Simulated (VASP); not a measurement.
Write the native input for VASP 6.6.1 that does the following.

```
Task                   : relaxation of cell and atoms
Functional             : PBE
Dispersion             : D3(BJ)
Potentials or basis    : VASP PAW PBE potentials, release 64 (Bi_d, Te)
Cutoff                 : 600 eV
k mesh                 : 7 × 7 × 7
Occupations            : gaussian, width 0.03 eV
Spin                   : no spin polarisation
Further INCAR settings : ALGO = Normal; EDIFF = 1e-06; IBRION = 2; EDIFFG = -0.01; NSW = 90; ISIF = 3
```

The structure of Bi2Te3 (Tellurobismuthite) lies in POSCAR:

```
Bi2Te3
1.0
    2.1930000000      1.2661291403     10.1656666667
   -2.1930000000      1.2661291403     10.1656666667
    0.0000000000     -2.5322582807     10.1656666667
Bi Te
2 3
Direct
    0.4000000000      0.4000000000      0.4000000000
    0.6000000000      0.6000000000      0.6000000000
    0.0000000000      0.0000000000      0.0000000000
    0.2095000000      0.2095000000      0.2095000000
    0.7905000000      0.7905000000      0.7905000000
```

One way to write it, as run:

INCAR

```
SYSTEM = Bi2Te3
PREC = Accurate
ENCUT = 600
EDIFF = 1E-6
ISMEAR = 0
SIGMA = 0.03
LREAL = .False.
LASPH = .True.
NELM = 80
ALGO = Normal
ISIF = 3
LWAVE = .False.
LCHARG = .False.
GGA = PE
IVDW = 12
IBRION = 2
NSW = 90
EDIFFG = -0.01
```

KPOINTS

```
regular mesh
0
Gamma
  7 7 7
  0 0 0
```

Potentials or basis: VASP PAW PBE potentials, release 64 (Bi_d, Te).

Command:

```bash
$ cat potpaw_PBE.64/Bi_d/POTCAR potpaw_PBE.64/Te/POTCAR > POTCAR
$ mpirun -np 1 vasp_std > vasp.out
```

Results of the run:

```json
{
  "Relaxed volume": "33.66 Å³/atom",
  "Relaxed cell": "a = 10.408 Å, b = 10.408 Å, c = 10.408 Å, α = 24.33°, β = 24.33°, γ = 24.33°",
  "Space group after relaxing (to 0.05 Å)": "R-3m (No. 166)",
  "Energy gained by relaxing": "0.3 meV/atom",
  "Ionic steps": "8",
  "Pressure after relaxing": "0.0 GPa",
  "Largest force after relaxing": "0.008 eV/Å",
  "Band gap on the k mesh": "0.25 eV, direct",
  "Dispersion energy per atom": "-0.451 eV"
}
```

Caveat: spin-orbit coupling is left out, which as a rule narrows the gap of such compounds by several tenths of an eV; an odd mesh through Γ misses points on the zone boundary, where band edges often lie.

It took 53 min on 1 thread of Intel(R) Xeon(R) 6975P-C (Granite Rapids) (shared host), peak memory 1.2 GiB.
